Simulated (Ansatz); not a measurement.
**Energy landscape near a Re structure**

Level of theory: DFT PBEsol, scalar-relativistic, plane waves, PAW (Ansatz).

Cutoff 420 eV; k points 18×18×18 on the computed 1-atom cell (Γ-centred); Gaussian smearing, width 0.10 eV; no spin polarisation.

Reference cell:

```yaml
crystal:
  lattice:
    - [0.00000, 1.97500, 1.97500]
    - [1.97500, 0.00000, 1.97500]
    - [1.97500, 1.97500, 0.00000]
  atoms:
    - { symbol: Re, position: [0.00000, 0.00000, 0.00000] }
```

Each variant moves atoms of this cell by the vectors given, if any (Å), and then applies a symmetric strain (tensor components, Cartesian axes). The reference cell isn't relaxed at this level. Energies are per atom at zero smearing, counted from the lowest variant. Pressure is positive in compression.

1. strain (xx yy zz yz xz xy, %) -1.75 -1.75 -1.75 0.00 0.00 0.00
2. strain (xx yy zz yz xz xy, %) -0.68 -0.68 -0.68 0.00 0.00 0.00
3. strain (xx yy zz yz xz xy, %) -1.92 -1.92 -1.92 0.00 0.00 0.00
4. strain (xx yy zz yz xz xy, %) 0.32 0.32 0.32 0.00 0.00 0.00

```
result  ΔE (meV/atom) P (GPa)
     A            0.0    -0.09
     B           18.8   -11.90
     C           66.5   -21.24
     D            0.4     1.99
```

Problem. Which variant gave which result?

Solution. A is 1, B is 2, C is 4, D is 3. The pressure falls as the cell grows: from the smallest volume to the largest the variants are 3, 1, 2, 4.

Spin–orbit coupling is left out, which can shift energies with elements as heavy as these.

This fcc form isn't the element's structure at ambient conditions.